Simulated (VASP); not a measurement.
# Ti (Im-3m) in VASP: settings compared

Aim: see how the results for Ti move with the level of theory and the settings. Levels: PBE, LDA. Tasks: single point.

Program: VASP 6.6.1. These are calculated values, not measurements. Logs are shortened: lines on timing, memory, paths and dates and some standing lists are left out, and cuts for length are marked.

## (1) The crystal as given

The structure is cubic, space group Im-3m (No. 229). The conventional cell has a = 3.282 Å, b = 3.282 Å, c = 3.282 Å, α = 90.00°, β = 90.00°, γ = 90.00°. Ti (site symmetry m-3m) has 8 Ti at 2.84 Å as nearest neighbours.

This isn't the form of Ti at room conditions, which is hcp.

## (2) Single point, PBE

Contents of INCAR:

```
PREC     = Accurate       # precision mode
ENCUT    = 520            # plane-wave cutoff, eV
EDIFF    = 1E-6           # SCF threshold, eV
ISMEAR   = -1             # smearing method
SIGMA    = 0.15           # smearing width, eV
LREAL    = False          # projectors in reciprocal space
LASPH    = True           # aspherical terms in the spheres
NELM     = 60             # most SCF steps
ALGO     = Normal         # electronic algorithm
ISIF     = 2              # what is computed and relaxed
LWAVE    = False          # write WAVECAR
LCHARG   = False          # write CHGCAR
GGA      = PE             # functional
NBANDS   = 12             # bands
```

Contents of KPOINTS:

```
regular mesh
0
Gamma
  14 14 14
```

Contents of POSCAR:

```
Ti
1.0
   -1.6410000000      1.6410000000      1.6410000000
    1.6410000000     -1.6410000000      1.6410000000
    1.6410000000      1.6410000000     -1.6410000000
Ti
1
Direct
    0.0000000000      0.0000000000      0.0000000000
```

Potentials or basis: VASP PAW PBE potentials, release 64 (Ti_sv).

Started as:

```sh
> cat potpaw_PBE.64/Ti_sv/POTCAR > POTCAR
> mpirun -np 1 vasp_std > vasp.out
```

OUTCAR:

```text
PREC = Accurate
   ENCUT = 520
   EDIFF = 1E-6
   ISMEAR = -1
   LREAL = False
   LASPH = True
   NELM = 60
   ISIF = 2
   GGA = PE

 ion  position               nearest neighbor table
   1  0.000  0.000  0.000-

  LATTYP: Found a body centered cubic cell.
 ALAT       =     3.2820000000

  Lattice vectors:

 A1 = (  -1.6410000000,   1.6410000000,   1.6410000000)
 A2 = (   1.6410000000,  -1.6410000000,   1.6410000000)
 A3 = (   1.6410000000,   1.6410000000,  -1.6410000000)

Analysis of symmetry for initial positions (statically):
=====================================================================
 Subroutine PRICEL returns:
 Original cell was already a primitive cell.

 Routine SETGRP: Setting up the symmetry group for a
 body centered cubic supercell.

 Subroutine GETGRP returns: Found 48 space group operations
 (whereof 48 operations were pure point group operations)
 out of a pool of 48 trial point group operations.

The static configuration has the point symmetry O_h .

Analysis of symmetry for dynamics (positions and initial velocities):
=====================================================================
 Subroutine PRICEL returns:
 Original cell was already a primitive cell.

 Routine SETGRP: Setting up the symmetry group for a
 body centered cubic supercell.

 Subroutine GETGRP returns: Found 48 space group operations
 (whereof 48 operations were pure point group operations)
 out of a pool of 48 trial point group operations.

The dynamic configuration has the point symmetry O_h .

 Subroutine INISYM returns: Found 48 space group operations
 (whereof 48 operations are pure point group operations),
 and found     1 'primitive' translations

----------------------------------------------------------------------------------------

                                     Primitive cell

  volume of cell :      17.6761

  direct lattice vectors                    reciprocal lattice vectors
    -1.641000000  1.641000000  1.641000000     0.000000000  0.304692261  0.304692261
     1.641000000 -1.641000000  1.641000000     0.304692261  0.000000000  0.304692261
     1.641000000  1.641000000 -1.641000000     0.304692261  0.304692261  0.000000000

  length of vectors
     2.842295375  2.842295375  2.842295375     0.430899928  0.430899928  0.430899928

  position of ions in fractional coordinates (direct lattice)
     0.000000000  0.000000000  0.000000000

  ion indices of the primitive-cell ions
   primitive index   ion index
                 1           1

----------------------------------------------------------------------------------------

 KPOINTS: regular mesh

Automatic generation of k-mesh.
 Grid dimensions read from file:
 generate k-points for:   14   14   14

 Generating k-lattice:

  Cartesian coordinates                     Fractional coordinates (reciprocal lattice)
     0.000000000  0.021763733  0.021763733     0.071428571  0.000000000  0.000000000
     0.021763733  0.000000000  0.021763733     0.000000000  0.071428571  0.000000000
     0.021763733  0.021763733  0.000000000     0.000000000  0.000000000  0.071428571

  Length of vectors
     0.030778566  0.030778566  0.030778566

  Shift w.r.t. Gamma in fractional coordinates (k-lattice)
     0.000000000  0.000000000  0.000000000

 Subroutine IBZKPT returns following result:
 ===========================================

 Found    104 irreducible k-points:

 Following reciprocal coordinates:
            Coordinates               Weight
  0.000000  0.000000  0.000000      1.000000
  0.071429  0.000000  0.000000     12.000000
  0.142857  0.000000  0.000000     12.000000
  0.214286  0.000000  0.000000     12.000000
  0.285714  0.000000  0.000000     12.000000
  0.357143  0.000000  0.000000     12.000000
[... 16 lines left out ...]
  0.285714  0.285714  0.000000     24.000000
  0.357143  0.285714  0.000000     24.000000
 [... further k-points ...]
   k-points           NKPTS =    104   k-points in BZ     NKDIM =    104   number of bands    NBANDS=     12
   number of dos      NEDOS =    301   number of ions     NIONS =      1
   total plane-waves  NPLWV =  13824
   dimension x,y,z NGX =    24 NGY =   24 NGZ =   24
   dimension x,y,z NGXF=    48 NGYF=   48 NGZF=   48
   ions per type =               1
   NGX,Y,Z   is equivalent  to a cutoff of  14.04, 14.04, 14.04 a.u.
   NGXF,Y,Z  is equivalent  to a cutoff of  28.08, 28.08, 28.08 a.u.
 SYSTEM =  unknown system
   PREC   = accura    normal or accurate (medium, high low for compatibility)
   ISTART =      0    job   : 0-new  1-cont  2-samecut
   ICHARG =      2    charge: 1-file 2-atom 10-const
   ISPIN  =      1    spin polarized calculation?
   LNONCOLLINEAR =      F non collinear calculations
   LSORBIT =      F    spin-orbit coupling
   LASPH  =      T    aspherical Exc in radial PAW
   ENCUT  =  520.0 eV  38.22 Ry    6.18 a.u.   5.28  5.28  5.28*2*pi/ulx,y,z
   NELM   =     60;   NELMIN=  2; NELMDL= -5     # of ELM steps
   EDIFF  = 0.1E-05   stopping-criterion for ELM
   LREAL  =      F    real-space projection
   EDIFFG = 0.1E-04   stopping-criterion for IOM
   NSW    =      0    number of steps for IOM
   IBRION =     -1    ionic relax: 0-MD 1-quasi-New 2-CG
   NFREE  =      0    steps in history (QN), initial steepest desc. (CG)
   ISIF   =      2    stress and relaxation
   ISYM   =      2    0-nonsym 1-usesym 2-fastsym
   POTIM  = 0.5000    time-step for ionic-motion
   TEBEG  =    0.0;   TEEND  =   0.0 temperature during run
   PSTRESS=    0.0 pullay stress
   NELECT =      12.0000    total number of electrons
   NUPDOWN=      -1.0000    fix difference up-down
   EMIN   =  10.00;   EMAX   =-10.00  energy-range for DOS
   EFERMI =   0.00;   METHOD = LEGACY
   ISMEAR =    -1;   SIGMA  =   0.15  broadening in eV -4-tet -1-fermi 0-gaus
   EFERMI_NEDOS =   21; number of points for ismear=-14 and -15
   IALGO  =     38    algorithm
   IMIX   =      4    mixing-type and parameters
     AMIX     =   0.40;   BMIX     =  1.00
     AMIX_MAG =   1.60;   BMIX_MAG =  1.00
  volume/ion in A,a.u.               =      17.68       119.28
  Fermi-wavevector in a.u.,A,eV,Ry     =   1.438821  2.718977 28.166848  2.070205
  Thomas-Fermi vector in A             =   2.557745
   LORBIT       =      0    0 simple, 1 ext, 2 COOP (PROOUT), +10 PAW based schemes
   GGA     = PE    functional components
   LHFCALC =     F    Hartree Fock is set to
   AEXX    =    0.0000 exact exchange contribution
   IVDW    =     0    specifies the selected vdW correction
   LEPSILON=     F    determine dielectric tensor
   LRPA    =     F    only Hartree local field effects (RPA)
 non-spin polarized calculation
  energy-cutoff  :      520.00
  volume of cell :       17.68
 maximum number of plane-waves:       490
 NGX is ok and might be reduce to    24
   NGX = 11   NGY = 11   NGZ = 11

 number of electron      12.0000001 magnetization

 Free energy of the ion-electron system (eV)
  ---------------------------------------------------
  ext. energy  EPLUGINS =         0.00000000
  ---------------------------------------------------
  free energy    TOTEN  =        -7.80864243 eV

  energy without entropy =       -7.63718184  energy(sigma->0) =       -7.72291214

 E-fermi :   7.9125     XC(G=0): -11.4111

 val. band max:        7.8990055732   @ k =  -0.2857   0.2857   0.2143
 cond. band min:       7.9167510671   @ k =  -0.2857   0.3571   0.0714
 fundamental gap:      0.0177454939
 Fermi energy:         7.9125339092

 k-point     1 :       0.0000    0.0000    0.0000
  band No.  band energies     occupation
      1     -48.6535      2.00000
      2     -24.5301      2.00000
      3     -24.5301      2.00000
      4     -24.5301      2.00000
      5       1.9898      2.00000
      6       8.8821      0.00311
      7       8.8821      0.00311
      8       8.8821      0.00311
      9      10.6021      0.00000
     10      10.6021      0.00000
     11      25.1908      0.00000
     12      25.1908      0.00000

 k-point     2 :       0.0714    0.0000    0.0000
  band No.  band energies     occupation
      1     -48.6475      2.00000
      2     -24.5629      2.00000
      3     -24.5402      2.00000
      4     -24.5303      2.00000
      5       2.1615      2.00000
      6       8.8047      0.00521
      7       8.8597      0.00361
      8       9.0057      0.00137
      9      10.5134      0.00000
     10      10.6068      0.00000
     11      24.9028      0.00000
     12      25.1637      0.00000

 k-point     3 :       0.1429    0.0000    0.0000
  band No.  band energies     occupation
      1     -48.6307      2.00000
      2     -24.6537      2.00000
      3     -24.5685      2.00000
      4     -24.5308      2.00000
      5       2.6570      2.00000
      6       8.5949      0.02093
      7       8.7490      0.00755
      8       9.3649      0.00012
      9      10.3480      0.00000
     10      10.6259      0.00000
     11      23.9813      0.00000
     12      24.8643      0.00000
[... 286 lines left out ...]
 k-point    23 :       0.2857    0.2857    0.0000
  band No.  band energies     occupation
      1     -48.5207      2.00000
      2     -25.0374      2.00000
      3     -24.8665      2.00000
      4     -24.6040      2.00000
      5       6.6530      1.99955
      6       7.2726      1.97233
      7       7.7402      1.51852
      8      10.5856      0.00000
      9      10.9726      0.00000
     10      13.9826      0.00000
     11      17.2902      0.00000
     12      17.5027      0.00000

 k-point    24 :       0.3571    0.2857    0.0000
  band No.  band energies     occupation
      1     -48.5169      2.00000
      2     -25.0125      2.00000
      3     -24.9140      2.00000
      4     -24.6073      2.00000
      5       6.8282      1.99855
      6       7.3793      1.94444
      7       7.5477      1.83848
      8      10.7018      0.00000
      9      10.9281      0.00000
     10      14.8935      0.00000
     11      16.1968      0.00000
     12      17.2350      0.00000

 [... further k-points ...]

------------------------ aborting loop because EDIFF is reached ----------------------------------------

  FORCE on cell =-STRESS in cart. coord.  units (eV):
  Direction    XX          YY          ZZ          XY          YZ          ZX
  --------------------------------------------------------------------------------------
  -------------------------------------------------------------------------------------
  Total       -0.1933450     -0.1933450     -0.1933450      0.0000000      0.0000000     -0.0000000
  in kB      -17.5249904    -17.5249904    -17.5249904      0.0000000      0.0000000     -0.0000000
  external PRESSURE =     -17.5249904 kB  Pullay stress =       0.0000000 kB

 VOLUME and BASIS-vectors are now :
 -----------------------------------------------------------------------------
  energy-cutoff  :      520.00
  volume of cell :       17.68
      direct lattice vectors                 reciprocal lattice vectors
    -1.641000000  1.641000000  1.641000000     0.000000000  0.304692261  0.304692261
     1.641000000 -1.641000000  1.641000000     0.304692261  0.000000000  0.304692261
     1.641000000  1.641000000 -1.641000000     0.304692261  0.304692261  0.000000000

 POSITION                                       TOTAL-FORCE (eV/Angst)
 -----------------------------------------------------------------------------------
      0.00000      0.00000      0.00000         0.000000     -0.000000      0.000000
 -----------------------------------------------------------------------------------
    total drift:                                0.000000      0.000000      0.000000

  FREE ENERGIE OF THE ION-ELECTRON SYSTEM (eV)
  ---------------------------------------------------
  free  energy   TOTEN  =        -7.8086424346 eV

  energy  without entropy=       -7.6371818444  energy(sigma->0) =       -7.72291214
```

It took 21 s on 1 thread of Intel Xeon Platinum 8175M at 2.50GHz (Skylake/Cascade Lake), shared host; peak memory 0.15 GiB.

What came out:

```yaml
Free_energy: -7.8086 eV
Pressure: -1.8 GPa
Band_gap_on_the_k_mesh: none (metal or under the smearing width)
```

Levels at points of the mesh, in eV from the Fermi level:
| k point | band 3 | band 4 | band 5 | band 6 | band 7 | band 8 | band 9 | band 10 |
| --- | --- | --- | --- | --- | --- | --- | --- | --- |
| (0.00, 0.00, 0.00) | -32.44 | -32.44 | -5.92 | 0.97 | 0.97 | 0.97 | 2.69 | 2.69 |
| (0.50, 0.00, 0.00) | -32.64 | -32.45 | -2.41 | -0.38 | 1.08 | 2.67 | 3.02 | 4.17 |
| (0.50, 0.50, 0.50) | -32.88 | -32.88 | -2.05 | -2.05 | 3.83 | 3.83 | 3.83 | 8.23 |

(Continued in part 2 of 2.)
